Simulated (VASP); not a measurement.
Consider the following.

```
CELL_PARAMETERS angstrom
      1.34756    -2.33403     0.00000
      1.34756     2.33403     0.00000
      0.00000     0.00000     4.37509
ATOMIC_POSITIONS crystal
  Be 0.66667 0.33333 0.50006
  Be 0.33333 0.66667 0.00006
  O  0.66667 0.33333 0.87794
  O  0.33333 0.66667 0.37794
```

All values below come from PBEsol GGA, VASP's PBE PAW potentials (set 64) (plane waves; VASP). Numerical set-up: 600 eV cut-off, 10×10×6 Γ-centred mesh, Gaussian smearing of 0.050 eV, potentials Be O.

Energy and stress use the plane-wave basis of the starting cell.

### Question
The ions, cell shape and volume at an external pressure of 20.0 GPa are relaxed. What does this cell relax into?

### Answer

```
CELL_PARAMETERS angstrom
      1.31203    -2.27250     0.00000
      1.31203     2.27250     0.00000
      0.00000     0.00000     4.26054
ATOMIC_POSITIONS crystal
  Be 0.66667 0.33333 0.50018
  Be 0.33333 0.66667 0.00018
  O  0.66667 0.33333 0.87782
  O  0.33333 0.66667 0.37782
```
Space group P6_3mc (186), at a tolerance of 0.03 Å.

### Question
How do energy and volume change from the first to the last step?

### Answer
The energy (σ→0) changes by +30.8 meV/atom and the volume by -7.7 %, in 6 ionic steps.

| step | E(σ→0) (eV) | max force (eV/Å) | pressure (GPa) | volume (Å³) |
|---|---|---|---|---|
| 1 | -29.6571 | 0.004 | -0.06 | 27.52 |
| 2 | -29.3348 | 0.018 | 34.84 | 24.23 |
| 3 | -29.5342 | 0.013 | 19.95 | 25.41 |
| 4 | -29.5290 | 0.013 | 20.42 | 25.37 |
| 5 | -29.5363 | 0.002 | 19.76 | 25.43 |
| 6 | -29.5339 | 0.003 | 19.98 | 25.41 |

The compound is BeO in the wurtzite structure. This run relaxes it under an external pressure of 20 GPa. Symmetry was kept, so distortions that lower it aren't found.
